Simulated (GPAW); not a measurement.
Input of a GPAW 26.7.0 run:

run.py

```python
from ase.eos import EquationOfState
from ase.io import Trajectory, read
from ase.units import GPa
from gpaw import GPAW, PW

atoms = read('HgTe.xyz')

traj = Trajectory('eos.traj', 'w')
volumes, energies = [], []
for x in [0.94, 0.96, 0.98, 1.0, 1.02, 1.04, 1.06]:
    a = atoms.copy()
    a.set_cell(atoms.cell * x**(1 / 3), scale_atoms=True)
    calc = GPAW(mode=PW(600),
                xc='LDA',
                kpts={'size': (6, 6, 6), 'gamma': True},
                occupations={'name': 'fermi-dirac', 'width': 0.05},
                nbands=18,
                convergence={'density': 1e-05, 'energy': 1e-05},
                maxiter=150,
                txt=f'eos-{x:.2f}.txt')
    a.calc = calc
    energies.append(a.get_potential_energy(force_consistent=True))
    volumes.append(a.get_volume())
    p = -a.get_stress()[:3].mean() / GPa
    calc.write(f'eos-{x:.2f}.gpw')
    traj.write(a)
    print(f'{x:.2f} {volumes[-1]:10.4f} A^3 {energies[-1]:14.6f} eV {p:9.3f} GPa', flush=True)

v0, e0, B = EquationOfState(volumes, energies, eos='birchmurnaghan').fit()
print(f'V0 = {v0:.4f} A^3, E0 = {e0:.6f} eV, B0 = {B / GPa:.2f} GPa')
```

Contents of HgTe.xyz:

```xyz
2
Lattice="0.0000000000 3.2145000000 3.2145000000 3.2145000000 0.0000000000 3.2145000000 3.2145000000 3.2145000000 0.0000000000" Properties=species:S:1:pos:R:3 pbc="T T T"
Hg     0.0000000000      0.0000000000      0.0000000000
Te     4.8217500000      4.8217500000      4.8217500000
```

Potentials or basis: the program's PAW data sets (release 1.2.1) made for this functional, pw.

Command:

```bash
$ OMP_NUM_THREADS=1 python run.py
```

(1) What does it give for the equilibrium volume?

(2) Estimate the pressure derivative of the bulk modulus.

Results:

(1) 33.29 Å³/atom.

(2) 5.1.

**The experiment to reproduce.**

From a printed reference work, monograph, for a bulk crystal of HgTe: bulk modulus 43 GPa.

Against the measured bulk modulus of HgTe, 43 GPa (a printed reference work, monograph), the calculated 47 GPa is off by +9.7 %. The fit is for a static lattice scaled at fixed shape and fixed fractional positions.
